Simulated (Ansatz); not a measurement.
# Response of Re to small distortions

```
Re
1.0
     0.00000    1.97500    1.97500
     1.97500    0.00000    1.97500
     1.97500    1.97500    0.00000
Re
1
Direct
  0.00000 0.00000 0.00000
```

Conventional cell: a = 3.950 Å, b = 3.950 Å, c = 3.950 Å, α = 90.00°, β = 90.00°, γ = 90.00°. Around Re (atom 1) lie 12 Re at 2.79 Å.

The geometry is COD entry 1534939, unchecked; take it as a test cell.

No spin–orbit coupling, which matters for the heavy atoms here.

Level of theory: Ansatz 0.2.0, DFT, PBE, all-electron LAPW, scalar-relativistic.

Numerical set-up: a Γ-centred 14×14×14 k mesh, Fermi–Dirac smearing of 0.05 eV, basis error target 0.25 meV/atom, no spin polarisation.

The unchanged cell is at -9.00 GPa.

In a metal, stresses and small energies carry noise from the k mesh.

x, y and z are the Cartesian axes of the cell as listed; fractional coordinates follow a strain, and an engineering shear is twice the off-diagonal strain component.

With equal xy, yz and zx engineering shear strains of +1.5 %: energy change +5 meV/atom; stress change (xx, yy, zz, yz, xz, xy) 0.27, 0.27, 0.27, -2.63, -2.63, -2.63 GPa, compression positive.

With z strained by +4 % at fixed volume: energy change +28 meV/atom; stress change (xx, yy, zz, yz, xz, xy) 5.53, 5.53, -9.86, 0.00, 0.00, 0.00 GPa, compression positive.
